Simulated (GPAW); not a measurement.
Crystal: Fe2Ge.

```
Ge Fe
1.0
     4.13287    0.00000    0.00000
    -2.06643    3.57917    0.00000
     0.00000    0.00000    5.00875
Ge Fe
2 4
Direct
  0.33333 0.66667 0.75000
  0.66667 0.33333 0.25000
  0.33333 0.66667 0.25000
  0.66667 0.33333 0.75000
  0.00000 0.00000 0.50000
  0.00000 0.00000 0.00000
```

The cell is a database's computed one.

Base run:

| Item | Value |
| --- | --- |
| Program | GPAW 26.7.0 |
| Functional | PBEsol |
| Potentials or basis | PAW data sets generated in the run's folder for this functional |
| Cutoff | 600 eV |
| Basis | pw |
| k mesh | 5 × 5 × 4 |
| Occupations | fermi-dirac, width 0.05 eV |
| Spin | collinear spin, ferromagnetic start |
| Starting moments | [0.0, 0.0, 3.0, 3.0, 3.0, 3.0] μB |

Its results: pressure -7.5 GPa; net moment 7.60 μB per cell; site moments Ge -0.05; Fe +1.45, +2.37 μB.

Task: The run is repeated on the same cell with these changes: functional from PBEsol to LDA; potentials or basis from PAW data sets generated in the run's folder for this functional to the program's PAW data sets (release 1.2.1) made for this functional. What comes out?

Result: Pressure -15.8 GPa; net moment 7.14 μB per cell; site moments Ge -0.04; Fe +1.31, +2.25 μB.

Not every run made on this cell is shown here.
